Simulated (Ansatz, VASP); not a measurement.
## Two plane-wave programs on KI

The input INCAR:

```
SYSTEM = KI
  ALGO = Normal
  EDIFF = 1E-6
  ENCUT = 520
  GGA = PE
  ISIF = 2
  ISMEAR = 0
  LASPH = .TRUE.
  LCHARG = .FALSE.
  LREAL = .FALSE.
  LWAVE = .FALSE.
  NBANDS = 15
  NELM = 80
  PREC = Accurate
  SIGMA = 0.01
```

KPOINTS

```
k-points
0
G
  4 4 4
  0 0 0
```

File POSCAR:

```
KI
1.0
    0.0000000000      3.5327750000      3.5327750000
    3.5327750000      0.0000000000      3.5327750000
    3.5327750000      3.5327750000      0.0000000000
K I
1 1
Direct
    0.0000000000      0.0000000000      0.0000000000
    0.5000000000      0.5000000000      0.5000000000
```

Input for Ansatz:

```yaml
crystal:
  lattice:
    - [0.0, 3.532775, 3.532775]
    - [3.532775, 0.0, 3.532775]
    - [3.532775, 3.532775, 0.0]
  atoms:
    - { symbol: K, position: [0.0, 0.0, 0.0] }
    - { symbol: I, position: [0.5, 0.5, 0.5] }
kpoints:
  mp_grid:
    grid: [4, 4, 4]
hamiltonian:
  xc: pbe
  pseudopotentials:
    kind: paw
scf:
  occupations:
    method: fixed
output:
  forces: true
  stress: true
  eigenvalues: true
```

Alike in both runs: task single point; functional PBE; k mesh 4 × 4 × 4; no spin polarisation.

|  | VASP | Ansatz |
| --- | --- | --- |
| version | VASP 6.6.1 | Ansatz 0.2.0 |
| potentials or method | VASP PAW PBE potentials, release 64 (K_sv, I) | plane waves, PAW |
| plane-wave cutoff (eV) | 520 | 420 |
| occupations | gaussian, width 0.01 eV | fixed |
| valence electrons in the cell | 16 | 26 |

```csv
,VASP,Ansatz,Ansatz less VASP
gap on the k mesh at the Fermi level (eV),3.96,3.97,+0.005
pressure (GPa),0.6,0.6,-0.03
```

The two sets of potentials don't hold the same shells in valence.

Caveats: spin-orbit coupling is left out, which moves the levels of the heavy elements.
